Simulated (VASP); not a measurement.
# SrO (P1) in VASP: single point with r2SCAN

Aim: the single point of SrO with r2SCAN.

Program: VASP 6.6.1. These are calculated values, not measurements. Logs are shortened: lines on timing, memory, paths and dates and some standing lists are left out, and cuts for length are marked.

### 1 The crystal as given

The typed cell holds 8 atoms: a = 3.744 Å, b = 6.461 Å, c = 6.493 Å, α = 109.53°, β = 90.03°, γ = 89.89°.

The cell was built by a generator and needn't be a form met in nature.

### 2 Single point, r2SCAN

Contents of POSCAR:

```
SrO
1.0
   -2.6456350000     -0.0029240000      2.6488920000
    2.6279160000     -5.2807020000      2.6370210000
    2.6530190000      5.2999570000      2.6504290000
Sr O
4 4
Direct
    0.0522390000      0.0355750000      0.0232580000
    0.9524000000      0.4891980000      0.5333290000
    0.4918540000      0.0333570000      0.5077860000
    0.5447000000      0.5255140000      0.9914030000
    0.0476790000      0.2116480000      0.7649040000
    0.0130350000      0.7600100000      0.2553730000
    0.6222620000      0.2432090000      0.2548670000
    0.4780340000      0.7569250000      0.7537880000
```

Contents of INCAR.step1:

```
PREC     = Accurate       # precision mode
ENCUT    = 520            # plane-wave cutoff, eV
ISMEAR   = -5             # smearing method
SIGMA    = 0.1933         # smearing width, eV
LREAL    = False          # projectors in reciprocal space
LASPH    = True           # aspherical terms in the spheres
NELM     = 100            # most SCF steps
GGA      = PE             # functional
ALGO     = Normal         # electronic algorithm
EDIFF    = 1E-4           # SCF threshold, eV
LWAVE    = True           # write WAVECAR
LCHARG   = False          # write CHGCAR
```

Contents of INCAR.step2:

```
PREC     = Accurate       # precision mode
ENCUT    = 520            # plane-wave cutoff, eV
EDIFF    = 1E-6           # SCF threshold, eV
ISMEAR   = 0              # smearing method
SIGMA    = 0.1933         # smearing width, eV
LREAL    = False          # projectors in reciprocal space
LASPH    = True           # aspherical terms in the spheres
NELM     = 100            # most SCF steps
ALGO     = Normal         # electronic algorithm
ISIF     = 2              # what is computed and relaxed
LWAVE    = False          # write WAVECAR
LCHARG   = False          # write CHGCAR
METAGGA  = R2SCAN         # meta-GGA
LMIXTAU  = True         
LORBIT   = 10             # projections on sites
ISTART   = 1
```

Contents of KPOINTS:

```
Automatic mesh
0
Gamma
  5 3 3
  0.5 0.5 0
```

Potentials or basis: VASP PAW PBE potentials, release 64 (Sr_sv, O).

Run with:

```
cat potpaw_PBE.64/Sr_sv/POTCAR potpaw_PBE.64/O/POTCAR > POTCAR
cp INCAR.step1 INCAR
mpirun -np 1 vasp_std > vasp.out
cp INCAR.step2 INCAR
mpirun -np 1 vasp_std > vasp.out
```

OUTCAR:

```text
PREC = Accurate
   ENCUT = 520
   EDIFF = 1E-6
   ISMEAR = 0
   LREAL = False
   LASPH = True
   NELM = 100
   ISIF = 2
   METAGGA = R2SCAN
   LORBIT = 10
   ISTART = 1

 ion  position               nearest neighbor table
   1  0.052  0.036  0.023-   7 2.30   5 2.32   8 2.59   6 2.69   7 2.70   8 2.97   3 3.55   2 3.63
                             4 3.72   3 3.73   4 3.73   4 3.75   4 3.75   3 3.79   2 3.90   3 3.94
   2  0.952  0.489  0.533-   7 2.33   8 2.56   8 2.70   5 2.72   6 2.91   7 3.19   4 3.28   3 3.37
                             3 3.53   1 3.63   4 3.65   1 3.90   4 3.91   3 3.97   3 4.11   4 4.23
   3  0.492  0.033  0.508-   5 2.36   7 2.50   6 2.66   5 2.68   8 2.77   6 2.77   2 3.37   2 3.53
                             1 3.55   4 3.65   1 3.73   1 3.79   4 3.83   1 3.94   2 3.97   2 4.11
   4  0.545  0.526  0.991-   8 2.49   6 2.56   6 2.73   5 2.78   5 2.80   7 2.90   2 3.28   3 3.65
                             2 3.65   1 3.72   1 3.73   1 3.75   1 3.75   3 3.83   2 3.91   2 4.23
   5  0.048  0.212  0.765-   1 2.32   3 2.36   3 2.68   2 2.72   4 2.78   4 2.80
   6  0.013  0.760  0.255-   4 2.56   3 2.66   1 2.69   4 2.73   3 2.77   2 2.91
   7  0.622  0.243  0.255-   1 2.30   2 2.33   3 2.50   1 2.70   4 2.90   2 3.19
   8  0.478  0.757  0.754-   4 2.49   2 2.56   1 2.59   2 2.70   3 2.77   1 2.97

  LATTYP: Found a triclinic cell.
 ALAT       =    12.9525249669
 B/A-ratio  =     0.7627967770
 C/A-ratio  =     1.0435029458
 COS(alpha) =     0.0001040733
 COS(beta)  =     0.4817218967
 COS(gamma) =     0.8721865079

  Lattice vectors:

 A1 = (   5.2661670000, -10.5748110000,  -5.3111920000)
 A2 = (   7.9191860000,  -5.2748540000,  -2.6607630000)
 A3 = (  -7.9516730000, -10.6028380000,  -2.6519660000)

Analysis of symmetry for initial positions (statically):
=====================================================================
 Subroutine PRICEL returns:
 Original cell was already a primitive cell.

 Routine SETGRP: Setting up the symmetry group for a
 triclinic supercell.

 Subroutine GETGRP returns: Found  1 space group operations
 (whereof  1 operations were pure point group operations)
 out of a pool of  2 trial point group operations.

The static configuration has the point symmetry C_1 .

Analysis of symmetry for dynamics (positions and initial velocities):
=====================================================================
 Subroutine PRICEL returns:
 Original cell was already a primitive cell.

 Routine SETGRP: Setting up the symmetry group for a
 triclinic supercell.

 Subroutine GETGRP returns: Found  1 space group operations
 (whereof  1 operations were pure point group operations)
[... 133 lines left out ...]
  volume/ion in A,a.u.               =      18.50       124.85
  Fermi-wavevector in a.u.,A,eV,Ry     =   1.237959  2.339404 20.851522  1.532544
  Thomas-Fermi vector in A             =   2.372505
   LORBIT       =     10    0 simple, 1 ext, 2 COOP (PROOUT), +10 PAW based schemes
   METAGGA = R2SCAN    functional components
   LHFCALC =     F    Hartree Fock is set to
   AEXX    =    0.0000 exact exchange contribution
   IVDW    =     0    specifies the selected vdW correction
   LEPSILON=     F    determine dielectric tensor
   LRPA    =     F    only Hartree local field effects (RPA)
 non-spin polarized calculation
 Gauss-broadening in eV      SIGMA  =   0.19
  energy-cutoff  :      520.00
  volume of cell :      148.01
 maximum number of plane-waves:      4022
   NGX = 13   NGY = 25   NGZ = 25

 number of electron      63.9999991 magnetization

 Free energy of the ion-electron system (eV)
  ---------------------------------------------------
  ext. energy  EPLUGINS =         0.00000000
  ---------------------------------------------------
  free energy    TOTEN  =      -106.56572421 eV

  energy without entropy =     -106.56572421  energy(sigma->0) =     -106.56572421

 E-fermi :   2.0132     XC(G=0): -10.1266

 val. band max:        1.0735494621   @ k =   0.1000   0.1667   0.0000
 cond. band min:       4.8889783038   @ k =   0.5000   0.5000   0.3333
 fundamental gap:      3.8154288417
 Fermi energy:         2.0132315346

 k-point     1 :       0.1000    0.1667    0.0000
  band No.  band energies     occupation
      1     -33.2333      2.00000
      2     -33.1371      2.00000
      3     -32.6004      2.00000
      4     -32.1390      2.00000
      5     -16.5958      2.00000
      6     -16.3854      2.00000
[... 932 lines left out ...]
     37       7.2631      0.00000
     38       7.5750      0.00000

------------------------ aborting loop because EDIFF is reached ----------------------------------------

  FORCE on cell =-STRESS in cart. coord.  units (eV):
  Direction    XX          YY          ZZ          XY          YZ          ZX
  --------------------------------------------------------------------------------------
  -------------------------------------------------------------------------------------
  Total        0.2259513     -2.1598662     -3.3864782      0.9850012      0.2179146      0.4197532
  in kB        2.4459081    -23.3804148    -36.6584131     10.6625754      2.3589119      4.5438014
  external PRESSURE =     -19.1976400 kB  Pullay stress =       0.0000000 kB

 VOLUME and BASIS-vectors are now :
 -----------------------------------------------------------------------------
  energy-cutoff  :      520.00
  volume of cell :      148.01
      direct lattice vectors                 reciprocal lattice vectors
    -2.645635000 -0.002924000  2.648892000    -0.188991287  0.000209192  0.188757657
     2.627916000 -5.280702000  2.637021000     0.094905430 -0.094857223  0.094684029
     2.653019000  5.299957000  2.650429000     0.094456367  0.094168289  0.094444175

 POSITION                                       TOTAL-FORCE (eV/Angst)
 -----------------------------------------------------------------------------------
      0.01699     -0.06475      0.29383        -1.295584      0.721589     -0.444345
      0.18080      0.24053      5.22638         0.204641     -2.096221      1.356043
      0.13356      2.51366      2.73668        -1.612702      1.757654     -0.874553
      2.57014      2.47772      5.45629         1.104353      1.155126      0.771384
      2.45936      2.93617      2.71174         1.197622     -2.180284      0.271322
      2.64027     -2.65996      2.71554        -0.415288     -0.081149     -0.191455
     -0.33098      0.06465      2.96516         1.566381     -0.023296     -0.725974
      2.72425     -0.00345      5.26015        -0.749423      0.746582     -0.162423
 -----------------------------------------------------------------------------------
    total drift:                                0.000052     -0.000365     -0.001378

  FREE ENERGIE OF THE ION-ELECTRON SYSTEM (eV)
  ---------------------------------------------------
  free  energy   TOTEN  =      -106.5657242093 eV

  energy  without entropy=     -106.5657242093  energy(sigma->0) =     -106.56572421

 total charge

# of ion       s       p       d       tot
------------------------------------------
    1        2.016   5.906   0.265   8.186
    2        2.015   5.882   0.242   8.139
    3        2.013   5.891   0.235   8.139
    4        2.011   5.875   0.215   8.101
    5        1.559   3.448   0.000   5.007
    6        1.553   3.386   0.000   4.939
    7        1.561   3.455   0.000   5.016
    8        1.555   3.408   0.000   4.963
--------------------------------------------------
tot         14.283  37.251   0.956  52.490
```

OUTCAR.step1:

```text
PREC = Accurate
   ENCUT = 520
   ISMEAR = -5
   LREAL = False
   LASPH = True
   NELM = 100
[... 1194 lines left out ...]
      2.64027     -2.65996      2.71554        -0.406355     -0.062217     -0.185020
     -0.33098      0.06465      2.96516         1.474697     -0.014553     -0.685878
      2.72425     -0.00345      5.26015        -0.732590      0.716008     -0.152736
 -----------------------------------------------------------------------------------
    total drift:                                0.001780     -0.001334     -0.001916

  FREE ENERGIE OF THE ION-ELECTRON SYSTEM (eV)
  ---------------------------------------------------
  free  energy   TOTEN  =       -46.7354975573 eV

  energy  without entropy=      -46.7354975573  energy(sigma->0) =      -46.73549756
```

OSZICAR.step1:

```text
N       E                     dE             d eps       ncg     rms          rms(c)
DAV:   1     0.439625774697E+03    0.43963E+03   -0.33526E+04  1748   0.160E+03
DAV:   2    -0.225645801631E+02   -0.46219E+03   -0.44884E+03  2274   0.358E+02
DAV:   3    -0.549492156980E+02   -0.32385E+02   -0.32243E+02  2392   0.889E+01
DAV:   4    -0.561693389264E+02   -0.12201E+01   -0.12174E+01  2576   0.159E+01
DAV:   5    -0.562134235542E+02   -0.44085E-01   -0.44080E-01  2348   0.219E+00    0.334E+01
DAV:   6    -0.470154924321E+02    0.91979E+01   -0.65644E+01  1940   0.322E+01    0.422E+01
DAV:   7    -0.468891049512E+02    0.12639E+00   -0.55469E+00  2216   0.109E+01    0.258E+01
DAV:   8    -0.467638603685E+02    0.12524E+00   -0.19236E+00  2024   0.695E+00    0.635E+00
DAV:   9    -0.467267150874E+02    0.37145E-01   -0.30043E-01  2024   0.301E+00    0.189E+00
DAV:  10    -0.467335304730E+02   -0.68154E-02   -0.46781E-02  2376   0.957E-01    0.610E-01
DAV:  11    -0.467350705351E+02   -0.15401E-02   -0.35702E-03  2480   0.357E-01    0.241E-01
DAV:  12    -0.467353016219E+02   -0.23109E-03   -0.15011E-03  1952   0.198E-01    0.123E-01
DAV:  13    -0.467354801051E+02   -0.17848E-03   -0.32797E-04  1840   0.934E-02    0.187E-02
DAV:  14    -0.467354975573E+02   -0.17452E-04   -0.35839E-05  1288   0.359E-02
   1 F= -.46735498E+02 E0= -.46735498E+02  d E =0.000000E+00
```

Wall time 4.2 min (1 thread of Intel Xeon 6975P-C (Granite Rapids), shared host); peak memory 0.31 GiB.

What came out:

```yaml
Free_energy: -106.5657 eV
Pressure: -1.9 GPa
Largest_force: 2.541 eV/Å
Band_gap_on_the_k_mesh: 3.82 eV, indirect (least direct gap 3.87 eV)
Valence_electrons_inside_the_program's_atomic_spheres: Sr 8.19, 8.14, 8.10; O 5.01, 4.94, 5.02, 4.96
```

Forces in eV/Å, atoms in the order of the input:
```
Sr  -1.296  0.722 -0.444
Sr   0.205 -2.096  1.356
Sr  -1.613  1.758 -0.875
Sr   1.104  1.155  0.771
O    1.198 -2.180  0.271
O   -0.415 -0.081 -0.191
O    1.566 -0.023 -0.726
O   -0.749  0.747 -0.162
```

Levels at points of the mesh, in eV from the valence-band top:
| k point | band 30 | band 31 | band 32 | band 33 | band 34 | band 35 |
| --- | --- | --- | --- | --- | --- | --- |
| (0.50, 0.50, 0.00) | -0.51 | -0.31 | -0.20 | 4.42 | 5.07 | 5.29 |

Caveat: the PAW data sets were made with another functional, which shifts forces and pressure a little.
